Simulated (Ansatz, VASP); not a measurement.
One calculation of Cs, two programs

Contents of INCAR:

```
PREC = Accurate
ENCUT = 520
EDIFF = 1E-7
ISMEAR = -1
SIGMA = 0.1
LREAL = False
LASPH = True
NELM = 100
ALGO = Fast
ISIF = 2
LWAVE = False
LCHARG = False
GGA = PE
NBANDS = 10
```

File KPOINTS:

```
regular mesh
0
Gamma
  6 6 6
```

POSCAR

```
Cs
1.0
   -2.7862648135      2.7862648135      4.1511562023
    2.7862648135     -2.7862648135      4.1511562023
    2.7862648135      2.7862648135     -4.1511562023
Cs
1
Direct
    0.0000000000      0.0000000000      0.0000000000
```

Input for Ansatz:

```yaml
crystal:
  lattice:
    - [-2.7862648135140997, 2.7862648135140997, 4.151156202285591]
    - [2.7862648135140997, -2.7862648135140997, 4.151156202285591]
    - [2.7862648135140997, 2.7862648135140997, -4.151156202285591]
  atoms:
    - { symbol: Cs, position: [0.0, 0.0, 0.0] }
basis:
  ecutwfc: 421.77648681281397
kpoints:
  mp_grid:
    grid: [6, 6, 6]
hamiltonian:
  xc: pbe
scf:
  occupations:
    method: fermi_dirac
    width: 0.1
output:
  stress: true
```

This isn't the form of Cs at room conditions, which is bcc.

Alike in both runs: task single point; functional PBE; k mesh 6 × 6 × 6; occupations fermi-dirac, width 0.1 eV; no spin polarisation.

|  | VASP | Ansatz |
| --- | --- | --- |
| version | VASP 6.6.1 | Ansatz 0.2.0 |
| potentials or method | VASP PAW PBE potentials, release 64 (Cs_sv) | plane waves, PAW |
| plane-wave cutoff (eV) | 520 | 422 |
| valence electrons in the cell | 9 | 9 |

```tsv
	VASP	Ansatz	Ansatz less VASP
pressure (GPa)	-0.1	-0.1	+0.01
```

The runs have no spin-orbit coupling, so splittings on Cs are missing.
